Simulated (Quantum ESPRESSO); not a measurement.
# Ag (Im-3m) in Quantum ESPRESSO: phonons with PBE

Aim: the phonons of Ag with PBE.

Everything below comes from runs of Quantum ESPRESSO 7.5. Logs are shortened: lines on timing, memory, paths and dates and some standing lists are left out, and cuts for length are marked.

### 1 Starting point

The structure is cubic, space group Im-3m (No. 229). The conventional cell has a = 3.311 Å, b = 3.311 Å, c = 3.311 Å, α = 90.00°, β = 90.00°, γ = 90.00°. Ag (site symmetry m-3m) has 8 Ag at 2.87 Å as nearest neighbours.

This isn't the form of Ag at room conditions, which is fcc.

### 2 Phonons, PBE

pw.in

```
&CONTROL
  calculation = 'scf'
  prefix = 'pwscf'
  outdir = './tmp'
  pseudo_dir = './pseudo'
  tprnfor = .true.
  tstress = .true.
  disk_io = 'low'
/
&SYSTEM
  ibrav = 0
  nat = 1
  ntyp = 1
  ecutwfc = 70
  nbnd = 16
  occupations = 'smearing'
  smearing = 'gaussian'
  degauss = 0.01469973
/
&ELECTRONS
  conv_thr = 2d-10
  electron_maxstep = 120
  mixing_beta = 0.5
/
ATOMIC_SPECIES
Ag   107.8682 47_Ag_19_1.9_2.5_pbe_n_v1.0.upf
CELL_PARAMETERS angstrom
  -1.6556540000    1.6556540000    1.6556540000
   1.6556540000   -1.6556540000    1.6556540000
   1.6556540000    1.6556540000   -1.6556540000
ATOMIC_POSITIONS crystal
Ag     0.0000000000    0.0000000000    0.0000000000
K_POINTS automatic
9 9 9 0 0 0
```

scf2.in

```
&CONTROL
  calculation = 'scf'
  prefix = 'pwscf'
  outdir = './tmp'
  pseudo_dir = './pseudo'
  tprnfor = .true.
  tstress = .true.
  disk_io = 'low'
/
&SYSTEM
  ibrav = 0
  nat = 1
  ntyp = 1
  ecutwfc = 70
  nbnd = 16
  occupations = 'smearing'
  smearing = 'gaussian'
  degauss = 0.01469973
/
&ELECTRONS
  conv_thr = 1d-13
  electron_maxstep = 120
  mixing_beta = 0.5
  startingpot = 'file'
  startingwfc = 'file'
/
ATOMIC_SPECIES
Ag   107.8682 47_Ag_19_1.9_2.5_pbe_n_v1.0.upf
CELL_PARAMETERS angstrom
  -1.6556540000    1.6556540000    1.6556540000
   1.6556540000   -1.6556540000    1.6556540000
   1.6556540000    1.6556540000   -1.6556540000
ATOMIC_POSITIONS crystal
Ag     0.0000000000    0.0000000000    0.0000000000
K_POINTS automatic
9 9 9 0 0 0
```

ph.in

```
phonons of Ag
&INPUTPH
  prefix = 'pwscf'
  outdir = './tmp'
  tr2_ph = 1d-18
  fildyn = 'dyn'
  niter_ph = 90
  alpha_mix(1) = 0.4
/
0.4330127019 0.4330127019 0.0000000000
```

relax_v0.99.in

```
&CONTROL
  calculation = 'relax'
  prefix = 'pwscf'
  outdir = './tmp'
  pseudo_dir = './pseudo'
  tprnfor = .true.
  tstress = .true.
  disk_io = 'low'
  nstep = 30
  forc_conv_thr = 0.0001
  etot_conv_thr = 1d-06
/
&SYSTEM
  ibrav = 0
  nat = 1
  ntyp = 1
  ecutwfc = 70
  nbnd = 16
  occupations = 'smearing'
  smearing = 'gaussian'
  degauss = 0.01469973
/
&ELECTRONS
  conv_thr = 1d-13
  electron_maxstep = 120
  mixing_beta = 0.5
/
&IONS
  ion_dynamics = 'bfgs'
/
ATOMIC_SPECIES
Ag   107.8682 47_Ag_19_1.9_2.5_pbe_n_v1.0.upf
CELL_PARAMETERS angstrom
  -1.6501166543    1.6501166543    1.6501166543
   1.6501166543   -1.6501166543    1.6501166543
   1.6501166543    1.6501166543   -1.6501166543
ATOMIC_POSITIONS crystal
Ag     0.0000000000    0.0000000000    0.0000000000
K_POINTS automatic
9 9 9 0 0 0
```

ph_v0.99.in

```
phonons at 0.99 of the volume
&INPUTPH
  prefix = 'pwscf'
  outdir = './tmp'
  tr2_ph = 1d-18
  fildyn = 'dyn_v0.99'
  niter_ph = 90
  alpha_mix(1) = 0.4
/
0.4330127019 0.4330127019 0.0000000000
```

relax_v1.01.in

```
&CONTROL
  calculation = 'relax'
  prefix = 'pwscf'
  outdir = './tmp'
  pseudo_dir = './pseudo'
  tprnfor = .true.
  tstress = .true.
  disk_io = 'low'
  nstep = 30
  forc_conv_thr = 0.0001
  etot_conv_thr = 1d-06
/
&SYSTEM
  ibrav = 0
  nat = 1
  ntyp = 1
  ecutwfc = 70
  nbnd = 16
  occupations = 'smearing'
  smearing = 'gaussian'
  degauss = 0.01469973
/
&ELECTRONS
  conv_thr = 1d-13
  electron_maxstep = 120
  mixing_beta = 0.5
/
&IONS
  ion_dynamics = 'bfgs'
/
ATOMIC_SPECIES
Ag   107.8682 47_Ag_19_1.9_2.5_pbe_n_v1.0.upf
CELL_PARAMETERS angstrom
  -1.6611545520    1.6611545520    1.6611545520
   1.6611545520   -1.6611545520    1.6611545520
   1.6611545520    1.6611545520   -1.6611545520
ATOMIC_POSITIONS crystal
Ag     0.0000000000    0.0000000000    0.0000000000
K_POINTS automatic
9 9 9 0 0 0
```

ph_v1.01.in

```
phonons at 1.01 of the volume
&INPUTPH
  prefix = 'pwscf'
  outdir = './tmp'
  tr2_ph = 1d-18
  fildyn = 'dyn_v1.01'
  niter_ph = 90
  alpha_mix(1) = 0.4
/
0.4330127019 0.4330127019 0.0000000000
```

Potentials or basis: SPMS 1.0 PBE.

Launch:

```sh
OMP_NUM_THREADS=1 pw.x -in pw.in > pw.out
OMP_NUM_THREADS=1 pw.x -in scf2.in > scf2.out
OMP_NUM_THREADS=1 ph.x -in ph.in > ph.out
OMP_NUM_THREADS=1 pw.x -in relax_v0.99.in > relax_v0.99.out
OMP_NUM_THREADS=1 ph.x -in ph_v0.99.in > ph_v0.99.out
OMP_NUM_THREADS=1 pw.x -in relax_v1.01.in > relax_v1.01.out
OMP_NUM_THREADS=1 ph.x -in ph_v1.01.in > ph_v1.01.out
```

pw.out:

```text
This program is part of the open-source Quantum ESPRESSO suite
     for quantum simulation of materials; please cite
[... 9 lines left out ...]
     --------------------
     sticks:   dense  smooth     PW     G-vecs:    dense   smooth      PW
     Sum         619     619    197                 9693     9693    1721

     Using Slab Decomposition

     bravais-lattice index     =            0
     lattice parameter (alat)  =       5.4191  a.u.
     unit-cell volume          =     122.5083 (a.u.)^3
     number of atoms/cell      =            1
     number of atomic types    =            1
     number of electrons       =        19.00
     number of Kohn-Sham states=           16
     kinetic-energy cutoff     =      70.0000  Ry
     charge density cutoff     =     280.0000  Ry
     scf convergence threshold =      2.0E-10
     mixing beta               =       0.5000
     number of iterations used =            8  plain     mixing
     Exchange-correlation= PBE
                           (   1   4   3   4   0   0   0)

     celldm(1)=   5.419124  celldm(2)=   0.000000  celldm(3)=   0.000000
     celldm(4)=   0.000000  celldm(5)=   0.000000  celldm(6)=   0.000000

     crystal axes: (cart. coord. in units of alat)
               a(1) = (  -0.577350   0.577350   0.577350 )
               a(2) = (   0.577350  -0.577350   0.577350 )
               a(3) = (   0.577350   0.577350  -0.577350 )

     reciprocal axes: (cart. coord. in units 2 pi/alat)
               b(1) = ( -0.000000  0.866025  0.866025 )
               b(2) = (  0.866025 -0.000000  0.866025 )
               b(3) = (  0.866025  0.866025  0.000000 )

     PseudoPot. # 1 for Ag read from file:
     47_Ag_19_1.9_2.5_pbe_n_v1.0.upf
     Pseudo is Norm-conserving + core correction, Zval = 19.0
     Generated using ONCVPSP code by D. R. Hamann
     Using radial grid of 1548 points,  6 beta functions with:
                l(1) =   0
                l(2) =   0
                l(3) =   1
                l(4) =   1
                l(5) =   2
                l(6) =   2

     atomic species   valence    mass     pseudopotential
     Ag               19.00   107.86820     Ag( 1.00)

     48 Sym. Ops., with inversion, found

   Cartesian axes

     site n.     atom                  positions (alat units)
         1        Ag     tau(   1) = (   0.0000000   0.0000000   0.0000000  )

     number of k points=    35  Gaussian smearing, width (Ry)=  0.0147
                       cart. coord. in units 2pi/alat
        k(    1) = (   0.0000000   0.0000000   0.0000000), wk =   0.0027435
        k(    2) = (   0.0962250   0.0962250   0.0000000), wk =   0.0329218
        k(    3) = (   0.1924501   0.1924501   0.0000000), wk =   0.0329218
        k(    4) = (   0.2886751   0.2886751   0.0000000), wk =   0.0329218
        k(    5) = (   0.3849002   0.3849002   0.0000000), wk =   0.0329218
        k(    6) = (   0.1924501   0.0962250   0.0962250), wk =   0.0658436
[... 27 lines left out ...]
        k(   34) = (  -0.7698004  -0.0962250  -0.0962250), wk =   0.0219479
        k(   35) = (   0.0000000   0.0000000   0.7698004), wk =   0.0164609

     Dense  grid:     9693 G-vectors     FFT dimensions: (  30,  30,  30)

     Initial potential from superposition of free atoms

     starting charge      18.9995, renormalised to      19.0000
     Starting wfcs are   10 randomized atomic wfcs +    6 random wfcs

     Self-consistent Calculation

     iteration #  1     ecut=    70.00 Ry     beta= 0.50
     Davidson diagonalization with overlap
     ethr =  1.00E-02,  avg # of iterations =  4.7

     Threshold (ethr) on eigenvalues was too large:
     Diagonalizing with lowered threshold

     Davidson diagonalization with overlap
     ethr =  2.50E-04,  avg # of iterations =  1.4

     total energy              =    -297.48838501 Ry
     estimated scf accuracy    <       0.04759736 Ry

     iteration #  2     ecut=    70.00 Ry     beta= 0.50
     Davidson diagonalization with overlap
     ethr =  2.51E-04,  avg # of iterations =  2.0

     total energy              =    -297.49985412 Ry
     estimated scf accuracy    <       0.00282678 Ry

     iteration #  3     ecut=    70.00 Ry     beta= 0.50
     Davidson diagonalization with overlap
     ethr =  1.49E-05,  avg # of iterations =  2.7

     total energy              =    -297.50025208 Ry
     estimated scf accuracy    <       0.00027616 Ry
[... 19 lines left out ...]
     total energy              =    -297.50028315 Ry
     estimated scf accuracy    <       0.00000007 Ry

     iteration #  7     ecut=    70.00 Ry     beta= 0.50
     Davidson diagonalization with overlap
     ethr =  3.66E-10,  avg # of iterations =  2.0

     total energy              =    -297.50028317 Ry
     estimated scf accuracy    <          2.9E-10 Ry

     iteration #  8     ecut=    70.00 Ry     beta= 0.50
     Davidson diagonalization with overlap
     ethr =  1.52E-12,  avg # of iterations =  2.0

     End of self-consistent calculation

          k = 0.0000 0.0000 0.0000 (  1205 PWs)   bands (ev):

   -74.8992 -38.3315 -38.3315 -38.3315   9.5382  12.2266  12.2266  12.2266
    13.4413  13.4413  34.7663  34.7663  34.7663  40.0273  40.0273  40.0273

          k = 0.0962 0.0962 0.0000 (  1210 PWs)   bands (ev):

   -74.8976 -38.3471 -38.3372 -38.3313   9.9185  12.1386  12.2441  12.4371
    13.3544  13.4481  33.4283  34.4487  34.9542  37.6655  37.9687  37.9955

          k = 0.1925 0.1925 0.0000 (  1208 PWs)   bands (ev):

   -74.8934 -38.3865 -38.3517 -38.3308  10.7869  11.9223  12.4714  13.0068
    13.2551  13.4719  29.5413  32.8175  35.0334  35.3798  36.7886  38.5584

          k = 0.2887 0.2887 0.0000 (  1200 PWs)   bands (ev):

   -74.8886 -38.4311 -38.3681 -38.3303  11.0407  11.6868  13.2960  13.5107
    13.7349  13.9419  25.1843  31.1247  32.5247  35.7804  36.8420  40.8867
[... 43 lines left out ...]
   -74.8913 -38.4078 -38.3439 -38.3439  11.3670  11.8867  11.8867  13.3922
    13.3922  13.9663  29.9393  29.9393  30.1540  36.7630  41.5033  41.5034

          k = 0.2887 0.2887 0.1925 (  1212 PWs)   bands (ev):

   -74.8876 -38.4341 -38.3652 -38.3446  11.5136  11.6773  12.4704  13.3978
    13.5018  15.6522  25.6346  28.4488  28.5991  37.8892  41.3758  42.5340

          k = 0.3849 0.3849 0.1925 (  1204 PWs)   bands (ev):

   -74.8851 -38.4465 -38.3839 -38.3451  11.3224  11.5649  13.1566  13.4516
    13.5521  17.9819  21.8811  27.4924  27.8694  38.3272  41.1781  42.0635

          k =-0.0000-0.0000 0.1925 (  1217 PWs)   bands (ev):

   -74.8959 -38.3500 -38.3430 -38.3430  10.2862  12.2732  12.2732  12.4343
    13.1340  13.5712  33.0131  34.3708  34.3708  34.8443  37.9865  37.9865

          k = 0.3849 0.2887 0.2887 (  1205 PWs)   bands (ev):

   -74.8853 -38.4368 -38.3814 -38.3558  11.5253  11.8117  12.4942  13.4696
    13.5618  17.9644  24.0649  24.8424  27.5271  39.4545  41.9601  43.7114

          k = 0.4811 0.3849 0.2887 (  1208 PWs)   bands (ev):

   -74.8844 -38.4290 -38.3986 -38.3583  11.4902  11.8651  12.5634  13.5167
    13.5738  20.4904  21.3120  24.0429  27.1797  40.0539  41.6655  44.3075

          k = 0.0000-0.0962 0.2887 (  1206 PWs)   bands (ev):

   -74.8918 -38.3856 -38.3576 -38.3443  11.1051  12.1268  12.4171  12.9395
    12.9585  13.7740  29.8584  32.1235  32.7856  35.2390  37.8160  38.1263

          k =-0.0000-0.1925 0.3849 (  1211 PWs)   bands (ev):

   -74.8872 -38.4286 -38.3742 -38.3431  11.2864  11.9124  12.7325  13.2000
    13.6954  14.7701  25.4846  30.7902  30.9228  36.4390  37.6344  38.6076

          k = 0.0962-0.0962 0.3849 (  1213 PWs)   bands (ev):

   -74.8876 -38.4140 -38.3740 -38.3525  11.5615  12.0970  12.4326  12.8809
    13.4784  14.6684  27.8930  28.3642  33.3702  33.5482  37.8433  40.9834

          k = 0.0000-0.2887 0.4811 (  1215 PWs)   bands (ev):

   -74.8841 -38.4566 -38.3851 -38.3422  11.1081  11.7754  12.9347  13.2429
    14.2437  17.0871  21.6997  29.6908  30.0371  37.5468  37.7737  38.7883

          k = 0.0962-0.1925 0.4811 (  1214 PWs)   bands (ev):

   -74.8838 -38.4415 -38.3920 -38.3534  11.4783  11.9576  12.4908  13.1386
    13.8855  16.8031  23.9218  26.8907  32.1072  35.0345  37.7376  41.8989

          k =-0.7698-0.2887-0.2887 (  1205 PWs)   bands (ev):

   -74.8823 -38.4525 -38.3995 -38.3533  11.3577  11.9566  12.4854  13.2146
    14.1219  19.0723  21.0027  26.3777  31.6444  36.5394  37.0099  41.0039

          k =-0.6736-0.1925-0.2887 (  1214 PWs)   bands (ev):

   -74.8816 -38.4401 -38.4165 -38.3570  11.7247  11.8467  12.1947  13.4393
    13.8384  19.5986  22.9065  23.1648  33.6036  34.6151  36.4623  40.5513

          k = 0.3849 0.3849 0.3849 (  1205 PWs)   bands (ev):

   -74.8845 -38.4178 -38.3840 -38.3840  11.8167  11.8167  12.2471  13.5622
    13.5622  20.5846  23.1001  24.0708  24.0708  42.7169  44.0692  44.0692

          k = 0.0000 0.0000 0.3849 (  1204 PWs)   bands (ev):

   -74.8880 -38.3891 -38.3727 -38.3727  11.7141  12.3695  12.5494  12.5494
    12.9769  14.4448  30.5286  30.5286  30.9354  31.1585  40.3736  40.3736

          k =-0.0000-0.0962 0.4811 (  1210 PWs)   bands (ev):

   -74.8836 -38.4226 -38.3897 -38.3752  11.7200  12.0378  12.5246  12.9328
    13.6049  16.0007  26.3291  28.5878  30.2247  32.4751  40.7363  41.3469

          k = 0.0000-0.1925 0.5774 (  1209 PWs)   bands (ev):

   -74.8807 -38.4479 -38.4008 -38.3732  11.4284  12.0507  12.4310  13.0835
    14.1731  18.5860  22.3895  27.3901  29.8029  34.5419  38.2376  40.3377

          k = 0.0962-0.0962 0.5774 (  1210 PWs)   bands (ev):

   -74.8801 -38.4367 -38.4099 -38.3820  11.6086  11.7250  12.6142  13.2851
    13.9192  18.2528  24.7992  25.2100  31.6076  31.7840  37.7631  40.5510

          k =-0.7698-0.1925-0.1925 (  1207 PWs)   bands (ev):

   -74.8787 -38.4425 -38.4202 -38.3820  11.4729  11.6932  12.5440  13.5107
    14.0783  20.9977  21.6673  24.4758  31.4423  33.7231  35.1073  40.3654

          k =-0.0000-0.0000 0.5774 (  1216 PWs)   bands (ev):

   -74.8795 -38.4199 -38.4073 -38.4073  11.5311  11.6220  13.2160  13.2160
    13.6252  17.7526  26.5568  26.5568  29.3874  30.2141  37.5691  43.1510

          k = 0.0000-0.0962 0.6736 (  1219 PWs)   bands (ev):

   -74.8768 -38.4381 -38.4187 -38.4083  11.2659  11.3817  13.3125  13.5184
    14.0945  20.2956  23.5360  25.3023  29.6180  31.2701  34.1608  42.7762

          k =-0.7698-0.0962-0.0962 (  1219 PWs)   bands (ev):

   -74.8755 -38.4338 -38.4338 -38.4118  11.1796  11.1796  13.4054  14.0154
    14.0154  22.9173  22.9567  22.9567  31.0927  31.0927  31.2568  42.8853

          k = 0.0000 0.0000 0.7698 (  1224 PWs)   bands (ev):

   -74.8743 -38.4323 -38.4303 -38.4303  11.0042  11.0313  13.9885  13.9885
    14.0679  22.3120  23.9840  23.9840  29.1798  29.8719  31.0239  43.5714

     the Fermi energy is    16.8510 ev

!    total energy              =    -297.50028317 Ry
     estimated scf accuracy    <          1.1E-10 Ry
     smearing contrib. (-TS)   =      -0.00058348 Ry
     internal energy E=F+TS    =    -297.49969969 Ry

     The total energy is F=E-TS. E is the sum of the following terms:
     one-electron contribution =    -110.63749238 Ry
     hartree contribution      =      65.05979847 Ry
     xc contribution           =     -41.97065549 Ry
     ewald contribution        =    -209.95135028 Ry

     convergence has been achieved in   8 iterations

     Forces acting on atoms (cartesian axes, Ry/au):

     atom    1 type  1   force =     0.00000000    0.00000000    0.00000000

     Total force =     0.000000     Total SCF correction =     0.000000

     Computing stress (Cartesian axis) and pressure

          total   stress  (Ry/bohr**3)                   (kbar)     P=       -7.63
  -0.00005189  -0.00000000  -0.00000000           -7.63       -0.00       -0.00
  -0.00000000  -0.00005189  -0.00000000           -0.00       -7.63       -0.00
  -0.00000000  -0.00000000  -0.00005189           -0.00       -0.00       -7.63

=------------------------------------------------------------------------------=
   JOB DONE.
=------------------------------------------------------------------------------=
```

It took 15 min on 1 thread of Arm Neoverse V1, shared host; peak memory 0.09 GiB.

What came out:

- Free energy: -4047.6976 eV
- Pressure after relaxing: -0.8 GPa
- Band gap on the k mesh: none (metal or under the smearing width)
- Highest phonon frequency at the q point run: 75 cm⁻¹
- Most unstable mode: 61i cm⁻¹

Levels at points of the mesh, in eV from the Fermi level:
```
           k point  band 8  band 9  band 10  band 11  band 12  band 13
(0.00, 0.00, 0.00)   -4.62   -3.41    -3.41    17.92    17.92    17.92
```

Phonon frequencies in cm⁻¹ (negative: imaginary):
| q point | frequencies |
| --- | --- |
| (0.000, 0.000, 0.500) | -61 62 75 |

Phonon modes at q = (0.000, 0.000, 0.500) in reciprocal lattice units:
```tsv
mode	symmetry	cm⁻¹
1	B_2u	-61
2	B_3u	62
3	B_1u	75
```

Mode Grüneisen parameters of phonons at q = (0.000, 0.000, 0.500) in reciprocal lattice units, in order of frequency: n/a, 12.98, 3.19

Frequencies at 99 % and 101 % of the volume (pressures 0.1 and -1.6 GPa), ions relaxed:
| mode | 99 % (cm⁻¹) | 101 % (cm⁻¹) | Grüneisen parameter |
| --- | --- | --- | --- |
| 2 | 70.2 | 54.2 | 12.98 |
| 3 | 77.2 | 72.5 | 3.19 |

Caveat: the mesh is thin for the phonons of a metal; some modes are imaginary; the q point doesn't lie on the k mesh, which can shift a metal's frequencies strongly unless the mesh is converged.
